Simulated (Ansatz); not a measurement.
# HgTe (Coloradoite) (F-43m) in Ansatz: relaxation of cell and atoms with PBEsol+D3(BJ)

Aim: the relaxation of cell and atoms of HgTe (Coloradoite) with PBEsol+D3(BJ).

Everything below comes from runs of Ansatz 0.2.0. Logs are shortened: lines on timing, memory, paths and dates and some standing lists are left out, and cuts for length are marked.

## Step 1: The crystal as given

It takes space group F-43m (No. 216, cubic). Conventional cell: a = 6.429 Å, b = 6.429 Å, c = 6.429 Å, α = 90.00°, β = 90.00°, γ = 90.00°. Hg (site symmetry -43m) is surrounded by 4 Te at 2.78 Å. Te (site symmetry -43m) has 4 Hg at 2.78 Å as nearest neighbours.

## Step 2: Relaxation of cell and atoms, PBEsol+D3(BJ)

Contents of input.yaml:

```yaml
crystal:
  lattice:
    - [0.0, 3.2145, 3.2145]
    - [3.2145, 0.0, 3.2145]
    - [3.2145, 3.2145, 0.0]
  atoms:
    - { symbol: Hg, position: [0.0, 0.0, 0.0] }
    - { symbol: Te, position: [0.75, 0.75, 0.75] }
kpoints:
  mp_grid: { grid: [7, 7, 7] }
scf:
  occupations: { method: fermi_dirac, width: 0.05 }
hamiltonian:
  xc: pbesol
  dispersion: d3bj
  pseudopotentials: { kind: all_electron, lapw: { basis_error: 0.001 } }
output:
  forces: true
  stress: true
relax:
  f_tol: 0.005
  max_steps: 60
  cell: {}
```

Potentials or basis: all-electron LAPW, scalar-relativistic.

The run is started by

```console
$ ansatz run input.yaml --threads 1 --pin off --max-ram 3072MiB --backend cpu --events-out ev --progress --plain --runs-dir out
```

Log:

```text
Warning: RAYON_NUM_THREADS=1 ignored (pool sized by the plan → 1); use --threads N
The last accepted step is kept in <dir> (removed where the run ends without a failure and the disk answers)
LAPW: plane waves up to 8.608 Å⁻¹, error target 1.0e-3 eV per atom; small_component_spin mean_spin; Te in spheres of 1.335 Å, 24 of its electrons in bands, Dirac shells []; Hg in spheres of 1.366 Å, 44 of its electrons in bands, Dirac shells [] (how accurate: hamiltonian.pseudopotentials.lapw.basis_error, Limitations)
Engine: ansatz 0.2.0, x86_64-unknown-linux-gnu
Pseudopotentials: kind: all_electron
Pseudopotential: Hg, LAPW, valence charge 44, lapw/all_electron/scalar/gaussian/Hg, Koelling and Harmon's equation, gaussian nucleus
Pseudopotential: Te, LAPW, valence charge 24, lapw/all_electron/scalar/gaussian/Te, Koelling and Harmon's equation, gaussian nucleus
Functional definition: PBEsol
  exchange = pbesol_x
  correlation = pbesol_c
Crystal: 2 atoms, lattice volume = 66.431 Å³
Basis set: ecut = 282.32534099227894 eV, 725 PW (Γ), exchange–correlation at level 2
Bands: 41, of which v1, the nominal top of the filled ones, is band 34 counted from 1 (33 counted from 0)
Symmetry: 24 space group operations
Space group: F-43m (ITA 216), of the structure as read, at distance tolerance 4.1e-5 Å
k-points: 20 of 343 (time reversal used)
Non-local potential: Hg, projectors of the file, none
Non-local potential: Te, projectors of the file, none
Initial density: superposition of atomic densities (chi_scale 0.1, normalization cell, long waves kept (reshape's long-wave potential 0.00 eV rms))
Initial wavefunctions: plane waves of lowest kinetic energy (no species holds an atomic orbital)
Functional: x = pbesol(κ = 0.804, μ = 0.12345679012345678), c = pbesol(β = 0.046)
iter 1 solved again at ethr=6.39e-4 eV; its pass at ethr=1.00e-1 eV (dr2=4.35e-1 eV) is discarded
SCF iter   1: F=—  HF=-718491.600622 eV  |F-HF|=—  |Δ(HF+E_count)|=         —  Δρ=1.95e-2  dr2=4.36e-1  ethr=6.39e-4  ⟨swp⟩=2.1  Hψ=5099  notcnv=0
preconditioner: auto → none  [insulator: Δε(μ)=0.789 eV  Ē_g=12.249 eV  σ=0.050 eV  W_gap=0.69  n_scr=14 (ndim 8)  ℏωp=19.3 eV  f_vac=0.324  D(μ)=0.08/eV (n_scr^D=0)  ε∞_Penn≈3.5]
iter 2 solved again at ethr=4.55e-5 eV; its pass at ethr=6.39e-4 eV (dr2=3.10e-2 eV) is discarded
SCF iter   2: F=—  HF=-718491.409892 eV  |F-HF|=—  |Δ(HF+E_count)|=   1.91e-1  Δρ=6.28e-3  dr2=3.10e-2  ethr=4.55e-5  ⟨swp⟩=2.0  Hψ=4212  notcnv=0
SCF iter   3: F=—  HF=-718491.370071 eV  |F-HF|=—  |Δ(HF+E_count)|=   3.98e-2  Δρ=3.84e-3  dr2=7.56e-3  ethr=4.55e-5  ⟨swp⟩=2.5  Hψ=2505  notcnv=0
SCF iter   4: F=—  HF=-718491.368804 eV  |F-HF|=—  |Δ(HF+E_count)|=         —  Δρ=9.02e-4  dr2=4.00e-4  ethr=1.11e-5  ⟨swp⟩=2.0  Hψ=2354  notcnv=0
the basis was enlarged: its passes take 45.7 KiB over the memory plan, 1 of 1 planned eigensolver slots
SCF iter   5: F=—  HF=-718491.368737 eV  |F-HF|=—  |Δ(HF+E_count)|=   6.71e-5  Δρ=1.19e-4  dr2=5.67e-6  ethr=5.88e-7  ⟨swp⟩=2.0  Hψ=2351  notcnv=0
SCF iter   6: F=—  HF=-718491.368741 eV  |F-HF|=—  |Δ(HF+E_count)|=   3.83e-6  Δρ=2.10e-5  dr2=2.44e-7  ethr=8.34e-9  ⟨swp⟩=3.0  Hψ=2387  notcnv=0
SCF iter   7: F=-718491.368741 eV  HF=-718491.368741 eV  |F-HF|=2.83e-8  |Δ(HF+E_count)|=   1.66e-7  Δρ=5.36e-6  dr2=1.39e-8  ethr=3.59e-10  ⟨swp⟩=3.0  Hψ=2439  notcnv=0
SCF 1 converged in 7 iterations: F = -718491.368741 eV  dr2 = 1.39e-8
relax step   1: F+E_penalty+E_count = -718491.36874127 eV  Δ(F+E_penalty+E_count) = +0.000e0 eV  max|allowed force component| = 7.401e-17 eV/Å  Δτ_max = 0.0000 Å  P = +0.036 GPa  Ω = 66.431 Å³  (7 SCF iters, accepted)
Initial density: handed on by an earlier stage of this run
Initial wavefunctions: those handed on with the density
iter 1 solved again at ethr=2.04e-11 eV; its pass at ethr=1.00e-1 eV (dr2=1.39e-8 eV) is discarded
SCF iter   1: F=—  HF=-718491.368741 eV  |F-HF|=—  |Δ(HF+E_count)|=         —  Δρ=5.36e-6  dr2=1.39e-8  ethr=2.04e-11  ⟨swp⟩=8.5  Hψ=4418  notcnv=0
preconditioner: auto → none  [insulator: Δε(μ)=0.664 eV  Ē_g=12.709 eV  σ=0.050 eV  W_gap=0.69  n_scr=14 (ndim 8)  ℏωp=19.3 eV  f_vac=0.321  D(μ)=0.08/eV (n_scr^D=0)  ε∞_Penn≈3.3]
SCF iter   2: F=-718491.368741 eV  HF=-718491.368741 eV  |F-HF|=8.85e-9  |Δ(HF+E_count)|=   2.55e-8  Δρ=2.91e-6  dr2=4.33e-9  ethr=2.04e-11  ⟨swp⟩=3.0  Hψ=2395  notcnv=0
SCF 2 converged in 2 iterations: F = -718491.368741 eV  dr2 = 4.33e-9
relax step   2: F+E_penalty+E_count = -718491.36874127 eV  Δ(F+E_penalty+E_count) = -3.958e-9 eV  max|allowed force component| = 8.327e-17 eV/Å  Δτ_max = 0.0000 Å  P = +0.036 GPa  Ω = 66.431 Å³  stress off target by 3.62e-2 GPa  SCF on the basis re-selected at this cell (its energy is not comparable with the rows above)  (2 SCF iters)
basis re-selected at this cell: Δ(F+E_penalty+E_count) = -3.958e-9 eV, ΔP = -0.000 GPa vs the last step (what re-selecting the basis moved, after the strain that the cell walked since its last selection, with what the two solves' SCF thresholds leave and, on support functions, any second-order correction that the steps lacked; it is no measure of the basis error at this ecutwfc). This SCF's stress stands 3.62e-2 GPa from its target on what of the cell is left free (relax.cell.stress_tol is 5.00e-2 GPa) and its largest allowed force component is 8.33e-17 eV/Å (relax.f_tol is 5.00e-3 eV/Å): within both
SCF converged after 2 iterations
Free energy (F): -718491.368741 eV
Harris-Foulkes:  -718491.368741 eV  (|F-HF|=8.85e-9)
Internal energy: -718491.368058 eV  (E = F + TS)
E sigma→0 (E₀):  -718491.368399 eV
Entropy (-TS):   -0.000684 eV (-0.342 meV/atom)
Fermi energy:    11.034273 eV
--- Per-component energies (eV) ---
  E_band       = -6066.682943
  E_kinetic    = 805664.494082
  E_xc         = -14701.043296
  E_electrostatic = -1509454.097527  (all electrons and nuclei)
  E_disp       = -0.721317  (pairwise vdW)
  E_smearing   = -0.000684  (= −TS)
  E_closure    = 0.000000  (closes the sum)
  E_atoms      = -718486.292521  (free atoms, spherical and without spin; not in F)
  Σ components = -718491.368741   (vs F -718491.368741, Δ=0.00e0)
  Basis errors (estimates in eV, not in F): energy 4.3e-4 per atom: plane waves 4.0e-4 (2.3e-4 summed), levels above the bands 1.4e-75, relativity 2.7e-8, radial functions 2.9e-5, core shells 4.0e-8; eigenvalues (radial functions only) 3.5e-7; not estimated: angular momenta, meshes, grids; target (lapw.basis_error) 1.0e-3; muffin-tin radii Te 1.335 Å, Hg 1.366 Å
--- Forces (eV/Å), atoms counted from 1 ---
  atom   1  Hg     0.00000000    -0.00000000     0.00000000
  atom   2  Te    -0.00000000     0.00000000     0.00000000
  max |Σ_I F_I| component: 2.08e-17 eV/Å
--- Stress (GPa, compression-positive) ---
        0.036200       0.000000      -0.000000
        0.000000       0.036200       0.000000
       -0.000000       0.000000       0.036200
  P = ⅓ Tr σ = 0.0362 GPa (0.362 kbar)
--- Relaxed structure (1 steps of the walk, 1 accepted, 1 SCFs on fresh bases) ---
  F+E_penalty+E_count = -718491.36874127 eV   max|allowed force component| = 8.327e-17 eV/Å   (the final SCF, on the basis selected at the relaxed cell)
  cell:  # Å, volume = 66.4309 Å³
    - [0.0, 3.2145, 3.2145]
    - [3.2145, 0.0, 3.2145]
    - [3.2145, 3.2145, 0.0]
  atoms:
    - { symbol: Hg, position: [0.0, 0.0, 0.0] }
    - { symbol: Te, position: [0.7499999999999999, 0.7499999999999999, 0.7499999999999999] }
```

Wall time 44 s (1 thread of Intel Xeon at 2.50GHz (Skylake/Cascade Lake), shared host); peak memory 0.36 GiB.

What came out:

```yaml
Free_energy: -718491.3687 eV
Energy_gained_by_relaxing: 0.0 meV/atom
Ionic_steps: 2
Pressure_after_relaxing: 0.0 GPa
```

Final structure:
```yaml
crystal:
  lattice:
    - [0.00000, 3.21450, 3.21450]
    - [3.21450, 0.00000, 3.21450]
    - [3.21450, 3.21450, 0.00000]
  atoms:
    - { symbol: Hg, position: [0.00000, 0.00000, 0.00000] }
    - { symbol: Te, position: [0.75000, 0.75000, 0.75000] }
```
